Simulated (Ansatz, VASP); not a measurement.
One calculation of SnGe2, two programs

The input INCAR:

```
  ALGO = Normal
  EDIFF = 1E-6
  EDIFFG = -0.04
  ENCUT = 600
  GGA = PE
  IBRION = 2
  ISIF = 3
  ISMEAR = 0
  LASPH = T
  LCHARG = F
  LREAL = F
  LWAVE = F
  NELM = 100
  NSW = 90
  PREC = Accurate
  SIGMA = 0.1
```

The input KPOINTS:

```
k-points
0
Gamma
  6 6 2
```

File POSCAR:

```
SnGe2
1.0
    3.1553210600      0.0000000000      0.0000000000
   -1.5776605300      2.7325881900      0.0000000000
    0.0000000000      0.0000000000      7.7289265700
Sn Ge
1 2
Direct
    0.0000000000      0.0000000000      0.5000000000
    0.6666666700      0.3333333300      0.8333333300
    0.3333333300      0.6666666700      0.1666666700
```

Input for Ansatz:

```yaml
crystal:
  lattice:
    - [3.15532106, 0.0, 0.0]
    - [-1.57766053, 2.73258819, 0.0]
    - [0.0, 0.0, 7.72892657]
  atoms:
    - { symbol: Sn, position: [0.0, 0.0, 0.5] }
    - { symbol: Ge, position: [0.66666667, 0.33333333, 0.83333333] }
    - { symbol: Ge, position: [0.33333333, 0.66666667, 0.16666667] }
basis:
  ecutwfc: 420
kpoints:
  mp_grid: { grid: [6, 6, 2] }
hamiltonian:
  xc: pbe
scf:
  occupations: { method: gaussian, width: 0.1 }
  lower_state_search: "off"
output:
  forces: true
  stress: true
  eigenvalues: true
relax:
  adjacent_minimum: "off"
  f_tol: 0.04
  max_steps: 70
  cell: { stress_tol: 0.4 }
```

Alike in both runs: task relaxation of cell and atoms; functional PBE; k mesh 6 × 6 × 2; occupations gaussian, width 0.1 eV; no spin polarisation.

```csv
,VASP,Ansatz
version,VASP 6.6.1,Ansatz 0.2.0
potentials or method,"VASP PAW PBE potentials, release 64 (Sn_d, Ge_d)","scalar-relativistic, plane waves, PAW"
plane-wave cutoff (eV),600,420
valence electrons in the cell,42,42
```

Ansatz gave:

- gap on the k mesh at the Fermi level, each at its own relaxed structure (eV): none
- relaxed volume (Å³/atom): 23.32
- relaxed cell length with the largest relative difference (Å): 7.876
- energy change over the relaxation (meV/atom): -88

Task: Which values does VASP return?

Result: gap on the k mesh at the Fermi level, each at its own relaxed structure (eV): none; relaxed volume (Å³/atom): 22.69; relaxed cell length with the largest relative difference (Å): 6.779; energy change over the relaxation (meV/atom): -105.

A gap of «none» marks a metal or a gap that the smearing closes. One of these differences is far larger than is usual between the two programs; its cause wasn't traced.

Caveats: the k mesh is coarse (spacing up to 0.41 Å⁻¹), so the values aren't converged.
